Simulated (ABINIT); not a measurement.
Crystal: Ni.

```xyz
1
Lattice="-1.3837 1.3837 1.3837 1.3837 -1.3837 1.3837 1.3837 1.3837 -1.3837" Properties=species:S:1:pos:R:3 pbc="T T T"
Ni    0.0000    0.0000    0.0000
```

This isn't the form of Ni at room conditions, which is fcc.

Base run:

* Program: ABINIT 10.8.3 (patched build)
* Functional: AM05
* Potentials or basis: JTH PAW PBE v2.0
* Cutoff: 1333 eV
* k mesh: 13 × 13 × 13
* Occupations: fermi-dirac, width 0.05 eV
* Spin: collinear spin, ferromagnetic start
* Starting moments: [1.0] μB

Its results: band gap on the k mesh none (metal or under the smearing width); pressure -2.7 GPa; net moment 0.59 μB per cell; site moments Ni +0.62 μB.

Question: After a change of settings the same cell gave: band gap on the k mesh none (metal or under the smearing width); pressure 8.3 GPa; net moment 0.59 μB per cell; site moments Ni +0.61 μB. Which change was it?
A. functional from AM05 to PBE
B. functional from AM05 to PBEsol
C. functional from AM05 to LDA
D. functional from AM05 to WC

Answer: A.

PBE binds less tightly than AM05, so the same cell stands under more pressure.

Caveats: the PAW data sets were made with another functional, which shifts forces and pressure a little (some runs).
